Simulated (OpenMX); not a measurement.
The system is CdSe (Cadmoselite).

```
Cd Se
1.0
     4.30000    0.00000    0.00000
    -2.15000    3.72391    0.00000
     0.00000    0.00000    7.02000
Cd Se
2 2
Cartesian
  2.1500 1.2413 3.5100
  0.0000 2.4826 0.0000
  2.1500 1.2413 6.2127
  0.0000 2.4826 2.7027
```

Base run:

- Program: OpenMX 3.8.5
- Functional: PBE
- Potentials or basis: OpenMX 2013 PBE set, Cd7.0-s3p2d2, Se7.0-s3p2d2, grid cutoff 500 Ry
- k mesh: 5 × 5 × 3
- Occupations: fermi-dirac, width 0.05 eV
- Spin: non-collinear spin, zero start
- Starting moments: [[0.0, 0.0, 0.0], [0.0, 0.0, 0.0], [0.0, 0.0, 0.0], [0.0, 0.0, 0.0]] μB

Its results: band gap on the k mesh 0.89 eV, direct; net moment 0.00 μB per cell; largest force 0.333 eV/Å.

The run is repeated on the same cell with these changes: spin from non-collinear spin, zero start to non-collinear spin, zero start, spin-orbit coupling. What comes out?

Band gap on the k mesh 0.77 eV, direct; net moment 0.00 μB per cell; largest force 0.333 eV/Å.

Spin-orbit coupling splits the band edges, which narrows the gap.

Caveats: the basis of atomic orbitals isn't converged, which shifts pressures, moduli and gaps; total energies with and without spin-orbit coupling shouldn't be compared in this program (some runs).
